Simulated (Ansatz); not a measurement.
A run of Ansatz 0.2.0 is set up as follows.

input.yaml

```yaml
crystal:
  lattice:
    - [-1.582345, 1.582345, 1.582345]
    - [1.582345, -1.582345, 1.582345]
    - [1.582345, 1.582345, -1.582345]
  atoms:
    - { symbol: W, position: [0.0, 0.0, 0.0] }
kpoints:
  mp_grid: { grid: [12, 12, 12] }
scf:
  occupations: { method: gaussian, width: 0.027 }
hamiltonian:
  xc: pbe
  pseudopotentials: { kind: all_electron, lapw: { basis_error: 0.001 } }
output:
  forces: true
  stress: true
  eigenvalues: true
```

Potentials or basis: all-electron LAPW, scalar-relativistic.

Command:

```console
$ ansatz run input.yaml --threads 1 --pin off --max-ram 3072MiB --backend cpu --events-out ev --progress --plain --runs-dir out
```

(1) Predict the pressure.

(2) What does it give for the band gap on the k mesh?

Answers

(1) 6.1 GPa.

(2) none (metal or under the smearing width).
